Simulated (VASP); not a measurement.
# SiC (Moissanite 3C) (F-43m) in VASP: a series of runs

Runs on SiC (Moissanite 3C). Level: PBE. Tasks: relaxation of cell and atoms.

Program: VASP 6.6.1. These are calculated values, not measurements. Logs are shortened: lines on timing, memory, paths and dates and some standing lists are left out, and cuts for length are marked.

**1. Starting point**

The structure is cubic, space group F-43m (No. 216). Conventional cell: a = 4.358 Å, b = 4.358 Å, c = 4.358 Å, α = 90.00°, β = 90.00°, γ = 90.00°. Around Si (site symmetry -43m) lie 4 C at 1.89 Å. C (site symmetry -43m) is surrounded by 4 Si at 1.89 Å.

**2. Relaxation of cell and atoms, PBE**

Contents of INCAR:

```
PREC     = Accurate       # precision mode
ENCUT    = 300            # plane-wave cutoff, eV
EDIFF    = 1E-6           # SCF threshold, eV
ISMEAR   = 0              # smearing method
SIGMA    = 0.03           # smearing width, eV
LREAL    = F              # projectors in reciprocal space
LASPH    = T              # aspherical terms in the spheres
NELM     = 80             # most SCF steps
ALGO     = Normal         # electronic algorithm
ISIF     = 3              # what is computed and relaxed
LWAVE    = F              # write WAVECAR
LCHARG   = F              # write CHGCAR
GGA      = PE             # functional
IBRION   = 2              # ionic algorithm
NSW      = 90             # ionic steps
EDIFFG   = -0.01          # ionic threshold
```

Contents of KPOINTS:

```
regular mesh
0
Gamma
  5 5 5
```

Contents of POSCAR:

```
SiC
1.0
    0.0000000000      2.1790000000      2.1790000000
    2.1790000000      0.0000000000      2.1790000000
    2.1790000000      2.1790000000      0.0000000000
Si C
1 1
Direct
    0.0000000000      0.0000000000      0.0000000000
    0.2500000000      0.2500000000      0.2500000000
```

Potentials or basis: VASP PAW PBE potentials, release 64 (Si, C_s).

The run is started by

```
$ cat potpaw_PBE.64/Si/POTCAR potpaw_PBE.64/C_s/POTCAR > POTCAR
$ mpirun -np 1 vasp_std > vasp.out
```

OUTCAR:

```text
PREC = Accurate
   ENCUT = 300
   EDIFF = 1E-6
   ISMEAR = 0
   LREAL = F
   LASPH = T
   NELM = 80
   ISIF = 3
   GGA = PE
   IBRION = 2
   NSW = 90
   EDIFFG = -0.01

 ion  position               nearest neighbor table
   1  0.000  0.000  0.000-   2 1.89   2 1.89   2 1.89   2 1.89
   2  0.250  0.250  0.250-   1 1.89   1 1.89   1 1.89   1 1.89

  LATTYP: Found a face centered cubic cell.
 ALAT       =     4.3580000000

  Lattice vectors:

 A1 = (   0.0000000000,   2.1790000000,   2.1790000000)
 A2 = (   2.1790000000,   0.0000000000,   2.1790000000)
 A3 = (   2.1790000000,   2.1790000000,   0.0000000000)

Analysis of symmetry for initial positions (statically):
=====================================================================
 Subroutine PRICEL returns:
 Original cell was already a primitive cell.

 Routine SETGRP: Setting up the symmetry group for a
 face centered cubic supercell.

 Subroutine GETGRP returns: Found 24 space group operations
 (whereof 24 operations were pure point group operations)
 out of a pool of 48 trial point group operations.

The static configuration has the point symmetry T_d .

Analysis of symmetry for dynamics (positions and initial velocities):
=====================================================================
 Subroutine PRICEL returns:
 Original cell was already a primitive cell.

 Routine SETGRP: Setting up the symmetry group for a
 face centered cubic supercell.

 Subroutine GETGRP returns: Found 24 space group operations
 (whereof 24 operations were pure point group operations)
 out of a pool of 48 trial point group operations.

The dynamic configuration has the point symmetry T_d .

 Subroutine INISYM returns: Found 24 space group operations
 (whereof 24 operations are pure point group operations),
 and found     1 'primitive' translations

----------------------------------------------------------------------------------------

                                     Primitive cell

  volume of cell :      20.6920

  direct lattice vectors                    reciprocal lattice vectors
     0.000000000  2.179000000  2.179000000    -0.229463056  0.229463056  0.229463056
     2.179000000  0.000000000  2.179000000     0.229463056 -0.229463056  0.229463056
     2.179000000  2.179000000  0.000000000     0.229463056  0.229463056 -0.229463056

  length of vectors
     3.081571352  3.081571352  3.081571352     0.397441672  0.397441672  0.397441672

  position of ions in fractional coordinates (direct lattice)
     0.000000000  0.000000000  0.000000000
     0.250000000  0.250000000  0.250000000

  ion indices of the primitive-cell ions
   primitive index   ion index
                 1           1
                 2           2

----------------------------------------------------------------------------------------

 KPOINTS: regular mesh

Automatic generation of k-mesh.
 Grid dimensions read from file:
 generate k-points for:    5    5    5

 Generating k-lattice:

  Cartesian coordinates                     Fractional coordinates (reciprocal lattice)
    -0.045892611  0.045892611  0.045892611     0.200000000  0.000000000  0.000000000
     0.045892611 -0.045892611  0.045892611     0.000000000  0.200000000  0.000000000
     0.045892611  0.045892611 -0.045892611     0.000000000  0.000000000  0.200000000

  Length of vectors
     0.079488334  0.079488334  0.079488334

  Shift w.r.t. Gamma in fractional coordinates (k-lattice)
     0.000000000  0.000000000  0.000000000

 Subroutine IBZKPT returns following result:
 ===========================================

 Found     10 irreducible k-points:

 Following reciprocal coordinates:
            Coordinates               Weight
  0.000000  0.000000  0.000000      1.000000
  0.200000  0.000000  0.000000      8.000000
  0.400000  0.000000  0.000000      8.000000
  0.200000  0.200000  0.000000      6.000000
  0.400000  0.200000  0.000000     24.000000
 -0.400000  0.200000  0.000000     24.000000
 -0.200000  0.200000  0.000000     12.000000
  0.400000  0.400000  0.000000      6.000000
 -0.400000  0.400000  0.000000     12.000000
 -0.400000  0.400000  0.200000     24.000000
   k-points           NKPTS =     10   k-points in BZ     NKDIM =     10   number of bands    NBANDS=      8
   number of dos      NEDOS =    301   number of ions     NIONS =      2
   total plane-waves  NPLWV =   5832
   dimension x,y,z NGX =    18 NGY =   18 NGZ =   18
   dimension x,y,z NGXF=    36 NGYF=   36 NGZF=   36
   ions per type =               1   1
   NGX,Y,Z   is equivalent  to a cutoff of   9.71,  9.71,  9.71 a.u.
   NGXF,Y,Z  is equivalent  to a cutoff of  19.42, 19.42, 19.42 a.u.
 SYSTEM =  unknown system
   PREC   = accura    normal or accurate (medium, high low for compatibility)
   ISTART =      0    job   : 0-new  1-cont  2-samecut
   ICHARG =      2    charge: 1-file 2-atom 10-const
   ISPIN  =      1    spin polarized calculation?
   LNONCOLLINEAR =      F non collinear calculations
   LSORBIT =      F    spin-orbit coupling
   LASPH  =      T    aspherical Exc in radial PAW
   ENCUT  =  300.0 eV  22.05 Ry    4.70 a.u.   4.35  4.35  4.35*2*pi/ulx,y,z
   NELM   =     80;   NELMIN=  2; NELMDL= -5     # of ELM steps
   EDIFF  = 0.1E-05   stopping-criterion for ELM
   LREAL  =      F    real-space projection
   EDIFFG = -.1E-01   stopping-criterion for IOM
   NSW    =     90    number of steps for IOM
   IBRION =      2    ionic relax: 0-MD 1-quasi-New 2-CG
   NFREE  =      1    steps in history (QN), initial steepest desc. (CG)
   ISIF   =      3    stress and relaxation
   ISYM   =      2    0-nonsym 1-usesym 2-fastsym
   POTIM  = 0.5000    time-step for ionic-motion
   TEBEG  =    0.0;   TEEND  =   0.0 temperature during run
   PSTRESS=    0.0 pullay stress
   NELECT =       8.0000    total number of electrons
   NUPDOWN=      -1.0000    fix difference up-down
   EMIN   =  10.00;   EMAX   =-10.00  energy-range for DOS
   EFERMI =   0.00;   METHOD = LEGACY
   ISMEAR =     0;   SIGMA  =   0.03  broadening in eV -4-tet -1-fermi 0-gaus
   EFERMI_NEDOS =   21; number of points for ismear=-14 and -15
   IALGO  =     38    algorithm
   IMIX   =      4    mixing-type and parameters
     AMIX     =   0.40;   BMIX     =  1.00
     AMIX_MAG =   1.60;   BMIX_MAG =  1.00
  volume/ion in A,a.u.               =      10.35        69.82
  Fermi-wavevector in a.u.,A,eV,Ry     =   1.192626  2.253736 19.352338  1.422357
  Thomas-Fermi vector in A             =   2.328660
   LORBIT       =      0    0 simple, 1 ext, 2 COOP (PROOUT), +10 PAW based schemes
   GGA     = PE    functional components
   LHFCALC =     F    Hartree Fock is set to
   AEXX    =    0.0000 exact exchange contribution
   IVDW    =     0    specifies the selected vdW correction
   LEPSILON=     F    determine dielectric tensor
   LRPA    =     F    only Hartree local field effects (RPA)
 conjugate gradient relaxation of ions
 non-spin polarized calculation
 Gauss-broadening in eV      SIGMA  =   0.03
  energy-cutoff  :      300.00
  volume of cell :       20.69
 maximum number of plane-waves:       259
 NGX is ok and might be reduce to    18
   NGX =  9   NGY =  9   NGZ =  9

--------------------------------------- Ionic step        1  -------------------------------------------

 number of electron       8.0000000 magnetization

 Free energy of the ion-electron system (eV)
  ---------------------------------------------------
  ext. energy  EPLUGINS =         0.00000000
  ---------------------------------------------------
  free energy    TOTEN  =       -15.00977134 eV

  energy without entropy =      -15.00977134  energy(sigma->0) =      -15.00977134

------------------------ aborting loop because EDIFF is reached ----------------------------------------

  FORCE on cell =-STRESS in cart. coord.  units (eV):
  Direction    XX          YY          ZZ          XY          YZ          ZX
  --------------------------------------------------------------------------------------
  -------------------------------------------------------------------------------------
  Total        0.3274018      0.3274018      0.3274018      0.0000000      0.0000000      0.0000000
  in kB       25.3507026     25.3507026     25.3507026      0.0000000      0.0000000      0.0000000
  external PRESSURE =      25.3507026 kB  Pullay stress =       0.0000000 kB

 VOLUME and BASIS-vectors are now :
 -----------------------------------------------------------------------------
  energy-cutoff  :      300.00
  volume of cell :       20.69
      direct lattice vectors                 reciprocal lattice vectors
     0.000000000  2.179000000  2.179000000    -0.229463056  0.229463056  0.229463056
     2.179000000  0.000000000  2.179000000     0.229463056 -0.229463056  0.229463056
     2.179000000  2.179000000  0.000000000     0.229463056  0.229463056 -0.229463056
[... 37 lines left out ...]
 POSITION                                       TOTAL-FORCE (eV/Angst)
 -----------------------------------------------------------------------------------
      0.00000      0.00000      0.00000         0.000000     -0.000000      0.000000
      1.09810      1.09810      1.09810        -0.000000      0.000000     -0.000000
 -----------------------------------------------------------------------------------
    total drift:                                0.000000      0.000000      0.000000

  FREE ENERGIE OF THE ION-ELECTRON SYSTEM (eV)
  ---------------------------------------------------
  free  energy   TOTEN  =       -15.0093916054 eV

  energy  without entropy=      -15.0093916054  energy(sigma->0) =      -15.00939161

--------------------------------------- Ionic step        3  -------------------------------------------

 number of electron       8.0000000 magnetization

 Free energy of the ion-electron system (eV)
  ---------------------------------------------------
  ext. energy  EPLUGINS =         0.00000000
  ---------------------------------------------------
  free energy    TOTEN  =       -15.01159301 eV

  energy without entropy =      -15.01159301  energy(sigma->0) =      -15.01159301

 E-fermi :   8.5698     XC(G=0): -11.2944

 val. band max:        8.4064239394   @ k =   0.0000   0.0000   0.0000
 cond. band min:      10.2317115179   @ k =   0.4000   0.4000   0.0000
 fundamental gap:      1.8252875784
 Fermi energy:         8.5698434143

 k-point     1 :       0.0000    0.0000    0.0000
  band No.  band energies     occupation
      1      -6.9202      2.00000
      2       8.4064      2.00000
      3       8.4064      2.00000
      4       8.4064      2.00000
      5      14.5059      0.00000
      6      15.6277      0.00000
      7      15.6277      0.00000
      8      15.6277      0.00000

 k-point     2 :       0.2000    0.0000    0.0000
  band No.  band energies     occupation
      1      -6.1538      2.00000
      2       5.2868      2.00000
      3       7.9665      2.00000
      4       7.9665      2.00000
      5      14.5076      0.00000
      6      16.2341      0.00000
      7      16.2341      0.00000
      8      17.0864      0.00000
[... 108 lines left out ...]
 POSITION                                       TOTAL-FORCE (eV/Angst)
 -----------------------------------------------------------------------------------
      0.00000      0.00000      0.00000         0.000000      0.000000      0.000000
      1.09358      1.09358      1.09358        -0.000000     -0.000000     -0.000000
 -----------------------------------------------------------------------------------
    total drift:                                0.000000      0.000000      0.000000

  FREE ENERGIE OF THE ION-ELECTRON SYSTEM (eV)
  ---------------------------------------------------
  free  energy   TOTEN  =       -15.0115930103 eV

  energy  without entropy=      -15.0115930103  energy(sigma->0) =      -15.01159301

 reached required accuracy - stopping structural energy minimisation
```

Wall time 2.4 s (1 thread of Intel Xeon 6975P-C (Granite Rapids), shared host); peak memory 0.1 GiB.

These settings aren't checked as converged: the numbers below hold their error.

Results:

| Property | Result |
| --- | --- |
| Free energy | -15.0116 eV |
| Relaxed volume | 10.46 Å³/atom |
| Relaxed cell | a = 3.093 Å, b = 3.093 Å, c = 3.093 Å, α = 60.00°, β = 60.00°, γ = 60.00° |
| Space group after relaxing (to 0.05 Å) | F-43m (No. 216) |
| Energy gained by relaxing | 0.9 meV/atom |
| Ionic steps | 3 |
| Band gap on the k mesh | 1.83 eV, indirect (least direct gap 4.79 eV) |

Caveat: the k mesh is coarse (spacing up to 0.50 Å⁻¹), so the values aren't converged; the cutoff is under 1.25 times the usual one of these potentials, so pressure, stress and relaxed cells hold a basis-set (Pulay) error; an odd mesh through Γ misses points on the zone boundary, where band edges often lie.

(Part 1 of 2 ends here.)
